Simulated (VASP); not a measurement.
Crystal: BeS.

```
Be S
1.0
     0.00000    2.43515    2.43515
     2.43515    0.00000    2.43515
     2.43515    2.43515    0.00000
Be S
1 1
Direct
  0.00000 0.00000 0.00000
  0.25000 0.25000 0.25000
```

The cell is a database's computed one.

| Property | Result |
| --- | --- |
| Program | VASP 6.6.1 |
| Task | relaxation of cell and atoms |
| Functional | PBE |
| Dispersion | D3(BJ) |
| Potentials or basis | VASP PAW PBE potentials, release 64 (Be, S) |
| Cutoff | 600 eV |
| k mesh | 8 × 8 × 8 |
| Occupations | gaussian, width 0.02 eV |
| Spin | no spin polarisation |

At the start: pressure -3.1 GPa; volume 14.44 Å³/atom.

Task: Where does the relaxation end?

Result: Over 3 steps the energy falls by 4.7 meV/atom and the volume is 13.97 Å³/atom (-3.3 %); space group F-43m (No. 216, to 0.05 Å).

The path:
```tsv
step	energy change (eV)	largest force (eV/Å)	pressure (GPa)	volume (Å³)
1	0.0000	0.0000	-3.12	28.88
2	-0.0090	0.0000	0.79	27.72
3	-0.0095	0.0000	0.02	27.93
```

Final structure:
```
CELL_PARAMETERS angstrom
0.00000 2.40826 2.40826
2.40826 0.00000 2.40826
2.40826 2.40826 0.00000
ATOMIC_POSITIONS crystal
Be 0.00000 0.00000 0.00000
S 0.25000 0.25000 0.25000
```
